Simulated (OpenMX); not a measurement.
MgB2 under changes of volume

One of the cells (9.873 Å³/atom); the others are scaled copies at fixed shape and fractional positions:

```xyz
3
Lattice="3.1054 0.0000 0.0000 -1.5527 2.6894 0.0000 0.0000 0.0000 3.5463" Properties=species:S:1:pos:R:3 pbc="T T T"
Mg    0.0000    0.0000    0.0000
B     1.5527    0.8965    1.7732
B     0.0000    1.7929    1.7732
```

| Property | Result |
| --- | --- |
| Program | OpenMX 3.8.5 |
| Functional | PBE |
| Potentials or basis | OpenMX 2013 PBE set, Mg7.0-s3p2d1, B7.0-s2p2d1, fixed grid of 36 × 36 × 48 points |
| k mesh | 11 × 11 × 9 |
| Occupations | fermi-dirac, width 0.05 eV |
| Spin | no spin polarisation |

```tsv
volume (Å³/atom)	energy over the lowest point (meV/atom)	largest force (eV/Å)
9.098	?	?
9.292	5.10	0.009
9.485	0.00	0.009
9.873	1.24	0.008
10.066	6.93	0.008
10.260	15.64	0.007
```

**Question.** What does the run at 9.098 Å³/atom give?

**Answer.** Energy over the lowest point 14.52 meV/atom; largest force 0.009 eV/Å.

Worked out: A Birch-Murnaghan fit of order 3 (a polynomial in V^(-2/3)) to the other rows has its minimum at 9.64 Å³/atom with B0 = V·E''(V) = 151 GPa and B' = 3.6 at fixed shape and positions, which overstates the stiffness. It gives 14.55 meV/atom at 9.098 Å³/atom, against the run's 14.52.

Energies are extrapolated to zero smearing.

Caveats: the basis of atomic orbitals isn't converged, which shifts pressures, moduli and gaps.
